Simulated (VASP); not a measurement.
Write the native input for VASP 6.6.1 that does the following.

```
Task                   : single point
Functional             : LDA
Potentials or basis    : VASP PAW LDA potentials, release 64 (N)
Cutoff                 : 520 eV
k mesh                 : 1 × 1 × 1
Occupations            : fermi-dirac, width 0.05 eV
Spin                   : no spin polarisation
Dipole correction      : no
Further INCAR settings : LREAL = Auto; ALGO = Normal; EDIFF = 1e-07; NBANDS = 78
```

The structure of N lies in POSCAR:

```
N
1.0
    8.8620950000      0.0000000000      0.0000000000
    0.0000000000      8.8620950000      0.0000000000
    0.0000000000      0.0000000000      8.8620950000
N
24
Direct
    0.9049891702      0.6388444267      0.3165504319
    0.7870148086      0.6242541972      0.3590234589
    0.8058026911      0.5731263319      0.7956922150
    0.8307290770      0.6857407870      0.7502853445
    0.1443451012      0.9643882175      0.4135365283
    0.2367950242      0.9699286681      0.4950296741
    0.8901168403      0.3199356360      0.4068563923
    0.9058580392      0.3590234589      0.5172930329
    0.1342910452      0.4653752865      0.9573357090
    0.2193160872      0.5296264597      0.8972144848
    0.9181463300      0.0305458247      0.9035561004
    0.9436707686      0.1300708241      0.8290026230
    0.4610083733      0.5946675137      0.4516877781
    0.4129384756      0.4837343766      0.4835538324
    0.4819627865      0.7305270368      0.8211038135
    0.4649464940      0.8102034564      0.7243772494
    0.6566280321      0.9676154453      0.1173198888
    0.5644037894      1.0477545095      0.0875865131
    0.2624435870      1.0149518821      1.0556081829
    0.2418728303      0.8937615767      1.0738092968
    0.4052314944      0.1228490554      0.7728872236
    0.4014852019      0.2438136806      0.7606102169
    0.6866999282      0.0242719131      0.4678803375
    0.5866671481      0.0865822359      0.5139755329
```

The cell was built by a generator and needn't be a form met in nature.

The input as run:

INCAR

```
PREC = Accurate
ENCUT = 520
EDIFF = 1E-7
ISMEAR = -1
SIGMA = 0.05
LREAL = Auto
LASPH = T
NELM = 100
ALGO = Normal
ISIF = 2
LWAVE = F
LCHARG = F
NBANDS = 78
```

KPOINTS

```
Automatic mesh
0
Gamma
  1 1 1
```

Potentials or basis: VASP PAW LDA potentials, release 64 (N).

Command:

```sh
$ cat potpaw_LDA.64/N/POTCAR > POTCAR
$ mpirun -np 1 vasp_gam > vasp.out
```

Results of the run:

| Item | Value |
| --- | --- |
| Pressure | 0.5 GPa |
| Largest force | 10.597 eV/Å |
| Band gap on the k mesh | 6.99 eV, direct |

Caveat: the standard files for N, O and F lose accuracy on very short bonds.

It took 48 s on 1 thread of AMD EPYC 9R45 96-Core Processor (Zen 5), with other jobs on the host, peak memory 0.42 GiB.
